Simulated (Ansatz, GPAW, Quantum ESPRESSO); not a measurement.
# Simulated XPS, UPS and emission spectra of BAs, part 5 of 7

What would valence photoemission of BAs look like, and what sets its shape?

Ansatz 0.2.0, Quantum ESPRESSO 7.5 and GPAW 26.7.0; DFT, PBE, plane-wave PAW, default files, scalar-relativistic (the session's first sound run).

So far. Step 4 (With LDA): At this level the gap is 1.13 eV on the path. Step 6 (The same cell in Quantum ESPRESSO): At this level the gap is 1.20 eV on the k-mesh of the self-consistent run, which can miss the band edges.

**8. Projected DOS and spectra**

Level of this step: DFT, PBE, plane waves, ultrasoft GBRV pseudopotentials, scalar-relativistic (Quantum ESPRESSO).

projwfc.x splits the states by atom and shell, which the spectra need, since each shell has its own cross section.

Contents of projwfc.in:

```
&projwfc
  prefix = 'pes'
  outdir = './tmp'
  filpdos = 'pes'
  ngauss = 0
  degauss = 0.00735
  DeltaE = 0.05
  Emin = -18.77
  Emax = 21.23
/
```

Launch:

```
$ OMP_NUM_THREADS=1 mpirun -n 4 projwfc.x -nk 4 -in projwfc.in > projwfc.out
```

Log:

```text
[banner, memory and clock lines left out]
Program PROJWFC v.7.5 starts

          URL

     ./tmp/pes.save/

     IMPORTANT: XC functional enforced from input :
     Exchange-correlation= PBE
                           (   1   4   3   4   0   0   0)
     Any further DFT definition will be discarded
     Please, verify this is what you really want

     G-vector sticks info

     Gaussian broadening (read from input): ngauss,degauss=   0    0.007350

     Calling projwave ....

  Problem Sizes
  natomwfc =            8
  nbnd     =           12
  nkstot   =          256
  npwx     =          817
  nkb      =           26

     Atomic states used for projection
     (read from pseudopotential files):

     state #   1: atom   1 (As ), wfc  1 (l=0 m= 1)
     state #   2: atom   1 (As ), wfc  2 (l=1 m= 1)
     state #   3: atom   1 (As ), wfc  2 (l=1 m= 2)
     state #   4: atom   1 (As ), wfc  2 (l=1 m= 3)
     state #   5: atom   2 (B  ), wfc  1 (l=0 m= 1)
     state #   6: atom   2 (B  ), wfc  2 (l=1 m= 1)
     state #   7: atom   2 (B  ), wfc  2 (l=1 m= 2)
     state #   8: atom   2 (B  ), wfc  2 (l=1 m= 3)

 k =   0.0000000000  0.0000000000  0.0000000000
==== e(   1) =    -6.74953 eV ====
     psi = 0.560*[#   1]+0.437*[#   5]
    |psi|^2 = 0.997
==== e(   2) =     8.64782 eV ====
     psi = 0.192*[#   6]+0.192*[#   7]+0.192*[#   8]+0.138*[#   2]+0.138*[#   3]
          +0.138*[#   4]
    |psi|^2 = 0.988
==== e(   3) =     8.64782 eV ====
     psi = 0.192*[#   6]+0.192*[#   7]+0.192*[#   8]+0.138*[#   2]+0.138*[#   3]
          +0.138*[#   4]
    |psi|^2 = 0.988
==== e(   4) =     8.64782 eV ====
     psi = 0.192*[#   6]+0.192*[#   7]+0.192*[#   8]+0.138*[#   2]+0.138*[#   3]
          +0.138*[#   4]
    |psi|^2 = 0.988
==== e(   5) =    11.94753 eV ====
     psi = 0.192*[#   2]+0.192*[#   3]+0.192*[#   4]+0.133*[#   6]+0.133*[#   7]
          +0.133*[#   8]
    |psi|^2 = 0.976
==== e(   6) =    11.94753 eV ====
     psi = 0.192*[#   2]+0.192*[#   3]+0.192*[#   4]+0.133*[#   6]+0.133*[#   7]
          +0.133*[#   8]
    |psi|^2 = 0.976
==== e(   7) =    11.94753 eV ====
     psi = 0.192*[#   2]+0.192*[#   3]+0.192*[#   4]+0.133*[#   6]+0.133*[#   7]
          +0.133*[#   8]
    |psi|^2 = 0.976
==== e(   8) =    13.40420 eV ====
     psi = 0.544*[#   5]+0.432*[#   1]
    |psi|^2 = 0.977
==== e(   9) =    18.33124 eV ====
     psi = 0.011*[#   5]
    |psi|^2 = 0.011
==== e(  10) =    21.76565 eV ====

    |psi|^2 = 0.000
==== e(  11) =    21.76565 eV ====

    |psi|^2 = 0.000
==== e(  12) =    23.24206 eV ====
     psi = 0.003*[#   6]+0.003*[#   7]+0.003*[#   8]
    |psi|^2 = 0.009

 k =   0.0353553391  0.0353553391 -0.0353553391
==== e(   1) =    -6.70839 eV ====
     psi = 0.551*[#   1]+0.424*[#   5]+0.004*[#   6]+0.004*[#   7]+0.004*[#   8]
          +0.003*[#   2]+0.003*[#   3]+0.003*[#   4]
    |psi|^2 = 0.997
==== e(   2) =     8.22300 eV ====
     psi = 0.173*[#   6]+0.173*[#   7]+0.173*[#   8]+0.143*[#   2]+0.143*[#   3]
          +0.143*[#   4]+0.027*[#   5]+0.015*[#   1]
    |psi|^2 = 0.989
==== e(   3) =     8.56370 eV ====
     psi = 0.190*[#   6]+0.190*[#   7]+0.190*[#   8]+0.140*[#   2]+0.140*[#   3]
          +0.140*[#   4]
    |psi|^2 = 0.989
==== e(   4) =     8.56370 eV ====
     psi = 0.190*[#   6]+0.190*[#   7]+0.190*[#   8]+0.140*[#   2]+0.140*[#   3]
          +0.140*[#   4]
    |psi|^2 = 0.989
[...]
psi = 0.162*[#   2]+0.162*[#   3]+0.162*[#   4]+0.142*[#   6]+0.142*[#   7]
          +0.142*[#   8]+0.045*[#   1]+0.016*[#   5]
[...]
psi = 0.190*[#   2]+0.190*[#   3]+0.190*[#   4]+0.135*[#   6]+0.135*[#   7]
          +0.135*[#   8]
[...]
psi = 0.190*[#   2]+0.190*[#   3]+0.190*[#   4]+0.135*[#   6]+0.135*[#   7]
          +0.135*[#   8]
[...]
psi = 0.511*[#   5]+0.380*[#   1]+0.022*[#   2]+0.022*[#   3]+0.022*[#   4]
          +0.006*[#   6]+0.006*[#   7]+0.006*[#   8]
[...]
psi = 0.012*[#   5]
[...]
psi = 0.002*[#   6]+0.002*[#   7]+0.002*[#   8]+0.001*[#   5]
[...]
k =   0.0707106781  0.0707106781 -0.0707106781
[...]
psi = 0.528*[#   1]+0.393*[#   5]+0.014*[#   6]+0.014*[#   7]+0.014*[#   8]
          +0.011*[#   2]+0.011*[#   3]+0.011*[#   4]
[...]
psi = 0.148*[#   2]+0.148*[#   3]+0.148*[#   4]+0.145*[#   6]+0.145*[#   7]
          +0.145*[#   8]+0.067*[#   5]+0.045*[#   1]
[...]
+0.144*[#   4]
[...]
+0.144*[#   4]
[...]
+0.112*[#   3]+0.112*[#   4]+0.101*[#   5]
[...]
+0.139*[#   8]
[...]
+0.139*[#   8]
[...]
+0.032*[#   6]+0.032*[#   7]+0.032*[#   8]
[...]
psi = 0.017*[#   5]+0.001*[#   1]
[...]
k =   0.1060660172  0.1060660172 -0.1060660172
[...]
+0.020*[#   2]+0.020*[#   3]+0.020*[#   4]
[...]
+0.124*[#   8]+0.098*[#   5]+0.073*[#   1]
[...]
+0.149*[#   4]
[...]
+0.149*[#   4]
[...]
+0.080*[#   2]+0.080*[#   3]+0.080*[#   4]
[...]
+0.058*[#   6]+0.058*[#   7]+0.058*[#   8]
[...]
+0.001*[#   2]+0.001*[#   3]+0.001*[#   4]
[...]
psi = 0.011*[#   5]+0.005*[#   1]
[...]
k =   0.1414213562  0.1414213562 -0.1414213562
[...]
+0.028*[#   2]+0.028*[#   3]+0.028*[#   4]
[...]
+0.109*[#   7]+0.109*[#   8]+0.096*[#   1]
[...]
+0.062*[#   2]+0.062*[#   3]+0.062*[#   4]
[...]
k =   0.1767766953  0.1767766953 -0.1767766953
[...]
k =   0.2121320344  0.2121320344 -0.2121320344
[...]
k =   0.2474873734  0.2474873734 -0.2474873734
[...]
k =   0.2828427125  0.2828427125 -0.2828427125
[...]
k =   0.3181980515  0.3181980515 -0.3181980515
[...]
k =  -0.3535533906 -0.3535533906  0.3535533906
[...]
k =   0.0707106781 -0.0000000000  0.0000000000
[...]
+0.146*[#   8]+0.040*[#   1]
[...]
psi = 0.013*[#   5]
[...]
psi = 0.003*[#   6]+0.003*[#   7]+0.003*[#   8]
[...]
k =   0.1060660172  0.0353553391 -0.0353553391
[...]
psi = 0.016*[#   5]+0.001*[#   1]
[...]
psi = 0.003*[#   5]+0.002*[#   1]
[...]
k =   0.1414213562  0.0707106781 -0.0707106781
[...]
psi = 0.006*[#   5]+0.003*[#   1]
[...]
k =   0.1767766953  0.1060660172 -0.1060660172
[...]
k =   0.2121320344  0.1414213562 -0.1414213562
[...]
+0.131*[#   8]+0.014*[#   5]
[...]
+0.133*[#   8]+0.017*[#   5]
[...]
+0.134*[#   8]+0.024*[#   5]
[...]
+0.132*[#   8]+0.037*[#   5]
[...]
psi = 0.009*[#   5]+0.004*[#   1]
[...]
psi = 0.004*[#   5]+0.002*[#   1]
[...]
psi = 0.015*[#   5]
[...]
psi = 0.001*[#   5]
[...]
psi = 0.002*[#   6]+0.002*[#   7]+0.002*[#   8]
[...]
psi = 0.020*[#   5]+0.002*[#   1]
[...]
psi = 0.007*[#   5]+0.005*[#   1]
[...]
psi = 0.002*[#   6]+0.002*[#   7]+0.002*[#   8]
[...]
psi = 0.002*[#   5]+0.001*[#   6]+0.001*[#   7]+0.001*[#   8]
[...]
psi = 0.006*[#   5]+0.002*[#   1]
[...]
+0.143*[#   8]
[...]
+0.001*[#   8]
[...]
+0.148*[#   4]
[...]
+0.142*[#   8]
[...]
psi = 0.005*[#   5]+0.002*[#   1]
[...]
+0.145*[#   4]
[...]
[... cut ...]
[...]
+0.004*[#   4]
[...]
+0.162*[#   8]+0.003*[#   5]
[...]
+0.026*[#   4]+0.007*[#   5]
[...]
+0.004*[#   4]
[...]
k =  -0.1414213562 -0.4949747468  0.6363961031
[...]
+0.027*[#   4]+0.015*[#   5]
[...]
+0.004*[#   7]+0.004*[#   8]
[...]
k =  -0.1060660172 -0.4596194078  0.6010407640
[...]
+0.031*[#   4]+0.021*[#   5]
[...]
+0.002*[#   7]+0.002*[#   8]
[...]
k =  -0.0707106781 -0.4242640687  0.5656854249
[...]
+0.036*[#   4]+0.008*[#   5]
[...]
k =  -0.0353553391 -0.3889087297  0.5303300859
[...]
+0.038*[#   4]+0.002*[#   5]
[...]
k =  -0.0000000000 -0.3535533906  0.4949747468
[...]
psi = 0.002*[#   2]+0.002*[#   3]+0.002*[#   4]
[...]
k =  -0.1414213562 -0.5656854249  0.7071067812
[...]
+0.163*[#   8]
[...]
+0.020*[#   4]+0.004*[#   5]
[...]
+0.005*[#   3]+0.005*[#   4]
[...]
k =  -0.1060660172 -0.5303300859  0.6717514421
[...]
+0.138*[#   4]+0.031*[#   5]+0.022*[#   1]
[...]
+0.033*[#   7]+0.033*[#   8]+0.004*[#   5]
[...]
+0.015*[#   3]+0.015*[#   4]+0.007*[#   1]
    |psi|^2 = 0.138
==== e(  11) =    25.34514 eV ====
     psi = 0.031*[#   6]+0.031*[#   7]+0.031*[#   8]+0.021*[#   2]+0.021*[#   3]
          +0.021*[#   4]+0.008*[#   5]
    |psi|^2 = 0.165
==== e(  12) =    27.47237 eV ====
     psi = 0.014*[#   5]+0.006*[#   2]+0.006*[#   3]+0.006*[#   4]+0.003*[#   6]
          +0.003*[#   7]+0.003*[#   8]
    |psi|^2 = 0.042

 k =  -0.0707106781 -0.4949747468  0.6363961031
==== e(   1) =    -2.70811 eV ====
     psi = 0.606*[#   1]+0.106*[#   6]+0.106*[#   7]+0.106*[#   8]+0.043*[#   5]
          +0.011*[#   2]+0.011*[#   3]+0.011*[#   4]
    |psi|^2 = 0.998
==== e(   2) =     0.62226 eV ====
     psi = 0.404*[#   5]+0.170*[#   2]+0.170*[#   3]+0.170*[#   4]+0.039*[#   1]
          +0.015*[#   6]+0.015*[#   7]+0.015*[#   8]
    |psi|^2 = 0.997
==== e(   3) =     3.23749 eV ====
     psi = 0.177*[#   2]+0.177*[#   3]+0.177*[#   4]+0.148*[#   6]+0.148*[#   7]
          +0.148*[#   8]+0.019*[#   5]+0.004*[#   1]
    |psi|^2 = 0.997
==== e(   4) =     4.47135 eV ====
     psi = 0.168*[#   2]+0.168*[#   3]+0.168*[#   4]+0.160*[#   6]+0.160*[#   7]
          +0.160*[#   8]+0.008*[#   5]+0.003*[#   1]
    |psi|^2 = 0.997
==== e(   5) =    11.42915 eV ====
     psi = 0.173*[#   5]+0.109*[#   1]+0.108*[#   6]+0.108*[#   7]+0.108*[#   8]
          +0.075*[#   2]+0.075*[#   3]+0.075*[#   4]
    |psi|^2 = 0.831
==== e(   6) =    13.22043 eV ====
     psi = 0.137*[#   1]+0.116*[#   6]+0.116*[#   7]+0.116*[#   8]+0.108*[#   5]
          +0.052*[#   2]+0.052*[#   3]+0.05
```

Wall time 1.4 s (4 MPI ranks of Intel Xeon at 2.60GHz (Ice Lake), shared host).

Numbers from this step:

```
gap from the DOS mesh                          : 1.182 eV
share of occupied states in no projected shell : 0.0034 of the occupied states in the window
```

The DOS has structure finer than the step of the table below, so its rows give means over 1 eV, whole bins alone (the curve runs from -15.7 to 12.5 eV). Peaks (eV: height): total -8.1: 1.6, 3.4: 1.63, 4.7: 1.76, 8.9: 1.54; As 4p -8.1: 0.816, -3.8: 0.637, -3.4: 0.622, 4.7: 0.651; B 2p -3.9: 0.574, -3.4: 0.571, 3.4: 0.612, 4.7: 0.578; As 4s -12.4: 0.47, -12.1: 0.423, -11.3: 0.476, 3.3: 0.255; B 2s -8.1: 0.556, 3.3: 0.278, 5.2: 0.175, 8.9: 0.146.

The DOS by E, zero at the valence-band maximum; means over each step; values in states/eV/cell:

```tsv
E (eV)	total	As 4p	B 2p	As 4s	B 2s
-15	0.143	0.0106	0.0149	0.0696	0.0470
-14	0.320	0.0364	0.0581	0.146	0.0781
-13	0.518	0.0523	0.115	0.252	0.0968
-12	0.725	0.0470	0.190	0.398	0.0879
-11	0.293	0.00636	0.0942	0.182	0.0104
-10	0	0	0	0	0
-9	0.0608	0.0325	0.0130	0.00114	0.0136
-8	0.933	0.470	0.123	0.0419	0.293
-7	0.412	0.189	0.0788	0.0458	0.0962
-6	0.510	0.251	0.168	0.0348	0.0532
-5	0.803	0.398	0.312	0.0325	0.0576
-4	1.05	0.515	0.457	0.0260	0.0468
-3	1.04	0.507	0.481	0.0182	0.0323
-2	0.816	0.390	0.399	0.00864	0.0153
-1	0.320	0.147	0.165	0.00260	0.00457
0	0.0555	0.0239	0.0304	2.2e-4	3.8e-4
1	0.0397	0.00851	0.0129	0.00568	0.00896
2	0.412	0.0939	0.141	0.0528	0.0750
3	1.06	0.227	0.381	0.152	0.174
4	0.937	0.226	0.375	0.111	0.0978
5	1.34	0.469	0.414	0.0882	0.153
6	1.05	0.323	0.354	0.0797	0.0901
7	1.05	0.311	0.348	0.0814	0.0891
8	0.755	0.240	0.222	0.0342	0.0732
9	0.896	0.269	0.240	0.0339	0.0859
10	0.695	0.152	0.148	0.0144	0.0305
11	1.01	0.124	0.115	0.0203	0.0257
12	1.18	0.0892	0.0799	0.0260	0.0203
```

Maxima picked by a test of local sharpness, so broad peaks and shoulders can be missing; peaks within 0.45 eV of a curve's cut are left out. Valence peaks, by row:

```tsv
photon energy (eV)	binding energy (eV)	height (% of the maximum within 13 eV)	main shell	its share (%)
21.2	7.948	57.51	As 4p	58.17
21.2	3.798	99.55	As 4p	49.23
21.2	3.398	100	As 4p	48.79
40.8	12.25	51.52	B 2p	39.07
40.8	7.948	82.08	B 2s	62.17
40.8	3.798	100	B 2p	68.54
40.8	3.398	99.89	B 2p	70.08
150	12.2	87.07	As 4s	65.78
150	7.948	100	B 2s	63.16
150	3.848	69.65	As 4p	50.22
1487	12.05	100	As 4s	89.6
1487	7.948	80.07	As 4p	68.67
1487	3.848	91.69	As 4p	87.49
5950	12.05	100	As 4s	96.43
5950	7.848	39.89	As 4p	52.28
5950	3.848	41.18	As 4p	75.11
```

Spectra as before, but with a recipe of its own (widths, and in some runs the light), which changes peak heights and what is resolved: Gaussian 0.1 eV, Lorentzian 0.2 eV plus 0.08 times the binding energy, linear light, analyser at 0°, Fermi edge at 300 K; some photon energies differ too.

(Part 5 of 7 ends here.)

[Logs are printed without paths, hosts, clocks, repeated set-up lines and the standing remarks that a program may print on its own settings, such as how far it seeks lower states.]

[Hosts, paths, dates, database ids (printed as entryN), source tags and the programs' standing remarks are cut or masked in the printed files.]

[Maps of the electrostatic potential energy from Ansatz leave out the sawtooth potential of an applied field or a dipole correction, so their vacuum need not be flat; work functions include it.]

[Peak lists hold at most the 14 tallest peaks of each spectrum; further lines can be left out.]
